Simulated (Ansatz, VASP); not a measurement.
# V in VASP and in Ansatz

The input INCAR:

```
SYSTEM = V
  PREC = Accurate
  ENCUT = 520
  EDIFF = 1E-6
  ISMEAR = 0
  SIGMA = 0.15
  LREAL = .FALSE.
  LASPH = .TRUE.
  NELM = 100
  ALGO = Fast
  ISIF = 2
  LWAVE = .FALSE.
  LCHARG = .TRUE.
  GGA = PS
  LELF = .TRUE.
  LVHAR = .TRUE.
  NBANDS = 20
```

File KPOINTS:

```
regular mesh
0
G
  27 27 14
  0 0 0
```

File POSCAR:

```
V
1.0
    2.5351808882      0.0000000000      0.0000000000
   -1.2675904441      2.1955310524      0.0000000000
    0.0000000000      0.0000000000      4.6421385966
V
2
Direct
    0.6666666667      0.3333333333      0.7500000000
    0.3333333333      0.6666666667      0.2500000000
```

Input for Ansatz:

```yaml
crystal:
  lattice:
    - [2.5351808882, 0.0, 0.0]
    - [-1.2675904441, 2.1955310524, 0.0]
    - [0.0, 0.0, 4.6421385966]
  atoms:
    - { symbol: V, position: [0.6666666667, 0.3333333333, 0.75] }
    - { symbol: V, position: [0.3333333333, 0.6666666667, 0.25] }
basis:
  ecutwfc: 420
kpoints:
  mp_grid: { grid: [27, 27, 14] }
hamiltonian:
  xc: pbesol
scf:
  occupations: { method: gaussian, width: 0.15 }
output:
  forces: true
  stress: true
  eigenvalues: true
```

Change from the starting cell: strain -0.015 along x and y, +0.000 along z, atoms carried along.

Alike in both runs: task single point; functional PBEsol; k mesh 27 × 27 × 14; occupations gaussian, width 0.15 eV; no spin polarisation.

```csv
,VASP,Ansatz
version,VASP 6.6.1,Ansatz 0.2.0
potentials or method,"VASP PAW PBE potentials, release 64 (V_sv)","scalar-relativistic, plane waves, PAW"
plane-wave cutoff (eV),520,420
valence electrons in the cell,26,26
```

```tsv
	VASP	Ansatz	Ansatz less VASP
gap on the k mesh at the Fermi level (eV)	none	none	-
pressure (GPa)	6.3	6.1	-0.25
largest component of the traceless stress (GPa)	2.06	2.09	+0.033
```

A gap of «none» marks a metal or a gap that the smearing closes.

Caveats: the PAW data sets were made with another functional, which shifts forces and pressure a little (VASP).
